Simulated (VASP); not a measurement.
## VASP 6.6.1 run: BaS

INCAR

```
SIGMA = 0.02
LCHARG = .FALSE.
LASPH = .TRUE.
NELM = 120
LWAVE = .FALSE.
PREC = High
ISMEAR = -1
ISIF = 2
NBANDS = 15
LREAL = .FALSE.
EDIFF = 1E-5
ENCUT = 520
GGA = PE
IBRION = -1
NSW = 0
```

KPOINTS

```
KPOINTS created by Atomic Simulation Environment
0
Gamma
8 8 8
0 0 0
```

POSCAR

```
Ba S
 1.0000000000000000
     0.0000000000000000    3.3723856668000001    3.1586207221999998
     3.3723856668000001    0.0000000000000000    3.1586207221999998
     3.3723856668000001    3.3723856668000001    0.0000000000000000
 Ba  S
   1   1
Cartesian
  0.0000000000000000  0.0000000000000000  0.0000000000000000
  3.3723856668000001  3.3723856668000001  3.1586207221999998
```

The recommended PBE PAW datasets give the neutral cell 16 valence electrons.

Command

```
mpirun -np 1 vasp_std
```

How does this run end, and what does it give?

It converged. Results: gap between bands v and c on the k mesh 2.09 eV; least direct gap on the k mesh 2.31 eV; pressure -2.0 GPa. Band v is the last that the valence electrons fill when counted band by band, and c is the next.

OSZICAR

```
N       E                     dE             d eps       ncg     rms          rms(c)
DAV:   1     0.841789707037E+02    0.84179E+02   -0.66899E+03  1770   0.916E+02
DAV:   2    -0.522928285845E+01   -0.89408E+02   -0.81315E+02  2404   0.166E+02
DAV:   3    -0.105509281903E+02   -0.53216E+01   -0.52823E+01  2386   0.431E+01
DAV:   4    -0.106614643646E+02   -0.11054E+00   -0.11050E+00  2260   0.637E+00
DAV:   5    -0.106645549808E+02   -0.30906E-02   -0.30906E-02  2491   0.868E-01    0.440E+00
DAV:   6    -0.101036564247E+02    0.56090E+00   -0.78321E-01  2064   0.521E+00    0.294E+00
DAV:   7    -0.101062492413E+02   -0.25928E-02   -0.20448E-01  2206   0.245E+00    0.205E+00
DAV:   8    -0.101205673442E+02   -0.14318E-01   -0.25863E-02  2022   0.111E+00    0.212E-01
DAV:   9    -0.101222106514E+02   -0.16433E-02   -0.41802E-03  2260   0.473E-01    0.211E-01
DAV:  10    -0.101232143097E+02   -0.10037E-02   -0.11096E-03  1868   0.206E-01    0.508E-02
DAV:  11    -0.101233766021E+02   -0.16229E-03   -0.20576E-04  2211   0.845E-02    0.201E-02
DAV:  12    -0.101233829768E+02   -0.63747E-05   -0.10978E-05  2024   0.207E-02
   1 F= -.10123383E+02 E0= -.10123383E+02  d E =-.775841E-11
```

Standard output (part)

```
POSCAR found type information on POSCAR BaS
 POSCAR found :  2 types and       2 ions
 LDA part: xc-table for (Slater+PW92), standard interpolation
 POSCAR, INCAR and KPOINTS ok, starting setup
 WAVECAR not read
 entering main loop
```

For comparison, a separate PBE run of the intended cell, on usual settings and not on those above, gives a gap of 2.10 eV on its mesh and a pressure of -1.9 GPa.
